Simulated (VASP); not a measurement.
# NaCl (Fm-3m) in VASP: further runs, part 2 of 2

VASP 6.6.1. Earlier steps stand in the parts before.

### 3 Relaxation of cell and atoms, LDA

This run uses another cell than the first one, of 22.19 Å³/atom, 1.295 times its volume.

File INCAR:

```
  PREC = Accurate
  ENCUT = 600
  EDIFF = 1E-6
  ISMEAR = 0
  SIGMA = 0.03
  LREAL = False
  LASPH = True
  NELM = 80
  ALGO = Normal
  ISIF = 3
  LWAVE = False
  LCHARG = False
  GGA = CA
  IBRION = 2
  NSW = 90
  EDIFFG = -0.01
```

File KPOINTS:

```
Automatic mesh
0
Gamma
  8 8 8
```

File POSCAR:

```
NaCl
1.0
    0.0000000000      2.8100000000      2.8100000000
    2.8100000000      0.0000000000      2.8100000000
    2.8100000000      2.8100000000      0.0000000000
Na Cl
1 1
Direct
    0.0000000000      0.0000000000      0.0000000000
    0.5000000000      0.5000000000      0.5000000000
```

Potentials or basis: VASP PAW LDA potentials, release 64 (Na_pv, Cl).

On the command line:

```bash
$ cat potpaw_LDA.64/Na_pv/POTCAR potpaw_LDA.64/Cl/POTCAR > POTCAR
$ mpirun -np 1 vasp_std > vasp.out
```

Run time: 15 s. Hardware: 1 thread of Intel Xeon 6975P-C (Granite Rapids), shared host; peak memory 0.16 GiB.

It converged, with:

* Free energy: -7.3897 eV
* Relaxed volume: 20.44 Å³/atom
* Relaxed cell: a = 3.867 Å, b = 3.867 Å, c = 3.867 Å, α = 60.00°, β = 60.00°, γ = 60.00°
* Space group after relaxing (to 0.05 Å): Fm-3m (No. 225)
* Energy gained by relaxing: 13.2 meV/atom
* Ionic steps: 5
* Pressure after relaxing: -0.1 GPa
* Band gap on the k mesh: 5.07 eV, direct

Step by step:
```
step  energy change (eV)  largest force (eV/Å)  pressure (GPa)  volume (Å³)
   1              0.0000                0.0000           -2.19        44.38
   2             -0.0203                0.0000           -1.24        42.46
   3             -0.0246                0.0000            0.59        39.98
   4             -0.0264                0.0000            0.10        40.74
   5             -0.0264                0.0000           -0.07        40.88
```

Final structure:
```yaml
crystal:
  lattice:
    - [0.00000, 2.73422, 2.73422]
    - [2.73422, 0.00000, 2.73422]
    - [2.73422, 2.73422, 0.00000]
  atoms:
    - { symbol: Na, position: [0.00000, 0.00000, 0.00000] }
    - { symbol: Cl, position: [0.50000, 0.50000, 0.50000] }
```

Levels at points of the mesh, in eV from the valence-band top:
```tsv
k point	band 3	band 4	band 5	band 6	band 7	band 8	band 9	band 10	band 11
(0.00, 0.00, 0.00)	-20.63	-12.82	0.00	0.00	0.00	5.07	10.93	10.93	10.93
(0.50, 0.00, 0.00)	-20.63	-12.35	-2.33	-0.33	-0.33	7.05	10.89	10.89	11.03
(0.50, 0.50, 0.00)	-20.64	-12.30	-2.00	-0.72	-0.72	7.43	7.64	11.61	15.17
```

Expect the measured gap to be larger: semilocal functionals such as LDA lack the derivative discontinuity. Zero-point motion and thermal expansion aren't in these numbers.

### 4 Relaxation of cell and atoms, LDA

This run uses another cell than the first one, of 20.44 Å³/atom, 1.193 times its volume.

INCAR: that of step 3 with these lines changed.

```diff
@@ -2,3 +2,3 @@
   ENCUT = 600
-  EDIFF = 1E-6
+  EDIFF = 1E-7
   ISMEAR = 0
@@ -15,2 +15,2 @@
   NSW = 90
-  EDIFFG = -0.01
+  EDIFFG = -0.005
```

KPOINTS is that of step 3.

File POSCAR:

```
NaCl                                    
1.0
    0.0000000000      2.7342198651      2.7342198651
    2.7342198651     -0.0000000000      2.7342198651
    2.7342198651      2.7342198651      0.0000000000
  Na              Cl            
     1     1
Direct
     0.0000000000000000    0.0000000000000000    0.0000000000000000
     0.5000000000000000    0.5000000000000000    0.5000000000000000
```

On the command line:

```bash
$ cat potpaw_LDA.64/Na_pv/POTCAR potpaw_LDA.64/Cl/POTCAR > POTCAR
$ mpirun -np 1 vasp_std > vasp.out
```

It took 7.2 s on 1 thread of Intel Xeon 6975P-C (Granite Rapids), shared host; peak memory 0.15 GiB.

Results (log left out):

| Item | Value |
| --- | --- |
| Free energy | -7.3894 eV |
| Relaxed volume | 20.43 Å³/atom |
| Relaxed cell | a = 3.866 Å, b = 3.866 Å, c = 3.866 Å, α = 60.00°, β = 60.00°, γ = 60.00° |
| Space group after relaxing (to 0.05 Å) | Fm-3m (No. 225) |
| Energy gained by relaxing | 0.0 meV/atom |
| Ionic steps | 2 |
| Pressure after relaxing | 0.0 GPa |
| Band gap on the k mesh | 5.07 eV, direct |

Final structure:
```
Na Cl
1.0
     0.00000    2.73351    2.73351
     2.73351    0.00000    2.73351
     2.73351    2.73351    0.00000
Na Cl
1 1
Direct
  0.00000 0.00000 0.00000
  0.50000 0.50000 0.50000
```

Levels at points of the mesh, in eV from the valence-band top:
| k point | band 4 | band 5 | band 6 | band 7 | band 8 | band 9 | band 10 | band 11 |
| --- | --- | --- | --- | --- | --- | --- | --- | --- |
| (0.00, 0.00, 0.00) | -12.82 | 0.00 | 0.00 | 0.00 | 5.07 | 10.93 | 10.93 | 10.93 |
| (0.50, 0.00, 0.00) | -12.35 | -2.33 | -0.33 | -0.33 | 7.05 | 10.90 | 10.90 | 11.04 |
| (0.50, 0.50, 0.00) | -12.30 | -2.01 | -0.72 | -0.72 | 7.43 | 7.64 | 11.61 | 15.17 |

LDA gaps usually lie below the measured ones, often by a third to a half.

### 5 Relaxation of the atoms, LDA (a relaxed cell with its volume scaled by 0.94)

INCAR: that of step 4 with these lines changed.

```diff
@@ -9,3 +9,3 @@
   ALGO = Normal
-  ISIF = 3
+  ISIF = 2
   LWAVE = False
@@ -14,3 +14,3 @@
   IBRION = 2
-  NSW = 90
-  EDIFFG = -0.005
+  NSW = 40
+  EDIFFG = -0.01
```

KPOINTS is that of step 4.

File POSCAR:

```
NaCl                                    
1.0
   -0.0000000000      2.6777116828      2.6777116828
    2.6777116828     -0.0000000000      2.6777116828
    2.6777116828      2.6777116828      0.0000000000
  Na              Cl            
     1     1
Direct
     1.0000000000000000    0.0000000000000000    0.0000000000000000
     0.5000000000000000    0.5000000000000000    0.5000000000000000
```

On the command line:

```bash
$ cat potpaw_LDA.64/Na_pv/POTCAR potpaw_LDA.64/Cl/POTCAR > POTCAR
$ mpirun -np 1 vasp_std > vasp.out
```

It took 6.5 s on 1 thread of Intel Xeon 6975P-C (Granite Rapids), shared host; peak memory 0.14 GiB.

Results (log left out):

```
Free energy             : -7.3729 eV
Pressure after relaxing : 2.3 GPa
Band gap on the k mesh  : 5.36 eV, direct
```

Final structure:
```
CELL_PARAMETERS angstrom
0.00000 2.67771 2.67771
2.67771 0.00000 2.67771
2.67771 2.67771 0.00000
ATOMIC_POSITIONS crystal
Na 0.00000 0.00000 0.00000
Cl 0.50000 0.50000 0.50000
```

Levels at points of the mesh, in eV from the valence-band top:
| k point | band 3 | band 4 | band 5 | band 6 | band 7 | band 8 | band 9 | band 10 | band 11 |
| --- | --- | --- | --- | --- | --- | --- | --- | --- | --- |
| (0.00, 0.00, 0.00) | -20.56 | -13.00 | 0.00 | 0.00 | 0.00 | 5.36 | 10.97 | 10.97 | 10.97 |
| (0.50, 0.00, 0.00) | -20.56 | -12.44 | -2.55 | -0.38 | -0.38 | 7.15 | 11.03 | 11.03 | 11.58 |
| (0.50, 0.50, 0.00) | -20.57 | -12.39 | -2.20 | -0.79 | -0.79 | 7.55 | 7.61 | 12.09 | 15.69 |

Caveat: the relaxation stopped at its first step, so nothing moved.

### 6 Relaxation of the atoms, LDA (a relaxed cell with its volume scaled by 0.96)

INCAR is that of step 5.

KPOINTS is that of step 5.

File POSCAR:

```
NaCl                                    
1.0
   -0.0000000000      2.6965694286      2.6965694286
    2.6965694286     -0.0000000000      2.6965694286
    2.6965694286      2.6965694286      0.0000000000
  Na              Cl            
     1     1
Direct
     1.0000000000000000    0.0000000000000000    0.0000000000000000
     0.5000000000000000    0.5000000000000000    0.5000000000000000
```

Potentials or basis: VASP PAW LDA potentials, release 64 (Na_pv, Cl).

On the command line:

```bash
$ cat potpaw_LDA.64/Na_pv/POTCAR potpaw_LDA.64/Cl/POTCAR > POTCAR
$ mpirun -np 1 vasp_std > vasp.out
```

OUTCAR:

```text
PREC = Accurate
   ENCUT = 600
   EDIFF = 1E-7
   ISMEAR = 0
   LREAL = False
   LASPH = True
   NELM = 80
   ISIF = 2
   GGA = CA
   IBRION = 2
   NSW = 40
   EDIFFG = -0.01

 ion  position               nearest neighbor table
   1  0.000  0.000  0.000-   2 2.70   2 2.70   2 2.70   2 2.70   2 2.70   2 2.70
   2  0.500  0.500  0.500-   1 2.70   1 2.70   1 2.70   1 2.70   1 2.70   1 2.70

  LATTYP: Found a face centered cubic cell.
 ALAT       =     5.3931388572
[... 529 lines left out ...]

  FORCE on cell =-STRESS in cart. coord.  units (eV):
  Direction    XX          YY          ZZ          XY          YZ          ZX
  --------------------------------------------------------------------------------------
  -------------------------------------------------------------------------------------
  Total        0.3494726      0.3494726      0.3494726      0.0000000      0.0000000      0.0000000
  in kB       14.2777226     14.2777226     14.2777226      0.0000000      0.0000000      0.0000000
  external PRESSURE =      14.2777226 kB  Pullay stress =       0.0000000 kB

 VOLUME and BASIS-vectors are now :
 -----------------------------------------------------------------------------
  energy-cutoff  :      600.00
  volume of cell :       39.22
      direct lattice vectors                 reciprocal lattice vectors
     0.000000000  2.696569429  2.696569429    -0.185420777  0.185420777  0.185420777
     2.696569429  0.000000000  2.696569429     0.185420777 -0.185420777  0.185420777
     2.696569429  2.696569429  0.000000000     0.185420777  0.185420777 -0.185420777

 POSITION                                       TOTAL-FORCE (eV/Angst)
 -----------------------------------------------------------------------------------
      0.00000      0.00000      0.00000         0.000000      0.000000      0.000000
      2.69657      2.69657      2.69657         0.000000      0.000000      0.000000
 -----------------------------------------------------------------------------------
    total drift:                               -0.000000      0.000000      0.000000

  FREE ENERGIE OF THE ION-ELECTRON SYSTEM (eV)
  ---------------------------------------------------
  free  energy   TOTEN  =        -7.3823639999 eV

  energy  without entropy=       -7.3823639999  energy(sigma->0) =       -7.38236400

 reached required accuracy - stopping structural energy minimisation
```

CONTCAR:

```text
NaCl
   1.00000000000000
     0.0000000000000000    2.6965694286000002    2.6965694286000002
     2.6965694286000002    0.0000000000000000    2.6965694286000002
     2.6965694286000002    2.6965694286000002    0.0000000000000000
  Na              Cl
     1     1
Direct
     0.0000000000000000    0.0000000000000000    0.0000000000000000
     0.5000000000000000    0.5000000000000000    0.5000000000000000

  0.00000000E+00  0.00000000E+00  0.00000000E+00
  0.00000000E+00  0.00000000E+00  0.00000000E+00
```

It took 6.2 s on 1 thread of Intel Xeon 6975P-C (Granite Rapids), shared host; peak memory 0.14 GiB.

Results:

* Free energy: -7.3824 eV
* Pressure after relaxing: 1.4 GPa
* Band gap on the k mesh: 5.26 eV, direct

Final structure:
```yaml
crystal:
  lattice:
    - [0.00000, 2.69657, 2.69657]
    - [2.69657, 0.00000, 2.69657]
    - [2.69657, 2.69657, 0.00000]
  atoms:
    - { symbol: Na, position: [0.00000, 0.00000, 0.00000] }
    - { symbol: Cl, position: [0.50000, 0.50000, 0.50000] }
```

Levels at points of the mesh, in eV from the valence-band top:
```csv
k point,band 3,band 4,band 5,band 6,band 7,band 8,band 9,band 10,band 11
"(0.00, 0.00, 0.00)",-20.58,-12.94,0.00,0.00,0.00,5.26,10.95,10.95,10.95
"(0.50, 0.00, 0.00)",-20.58,-12.41,-2.48,-0.36,-0.36,7.12,10.99,10.99,11.39
"(0.50, 0.50, 0.00)",-20.59,-12.36,-2.13,-0.77,-0.77,7.55,7.58,11.93,15.56
```

Caveat: the relaxation stopped at its first step, so nothing moved.

### 7 Summary

```csv
task,level,potentials or basis,cell,target pressure,gap on the mesh (eV),pressure (GPa)
relaxation of cell and atoms,r2SCAN,"VASP PAW PBE potentials, release 64 (Na_pv, Cl)",relaxed to 12 GPa,12 GPa,7.27,12.0
relaxation of cell and atoms,LDA,"VASP PAW LDA potentials, release 64 (Na_pv, Cl)",relaxed,-,5.07,0.0
relaxation of the atoms,LDA,"VASP PAW LDA potentials, release 64 (Na_pv, Cl)",atoms relaxed from: a relaxed cell with its volume scaled by 0.94,-,5.36,2.3
relaxation of the atoms,LDA,"VASP PAW LDA potentials, release 64 (Na_pv, Cl)",atoms relaxed from: a relaxed cell with its volume scaled by 0.96,-,5.26,1.4
```

Alike in all rows: no spin polarisation; k mesh 8 × 8 × 8; cutoff (eV) 600; smearing gaussian 0.03 eV.

Caveats: the relaxation stopped at its first step, so nothing moved (some runs); the cell is relaxed towards a set pressure, so the enthalpy falls and the energy may rise (some runs); the PAW data sets were made with another functional, which shifts forces and pressure a little (some runs).

Total energies depend on the potentials used, so only differences within one code and one set of settings carry meaning.
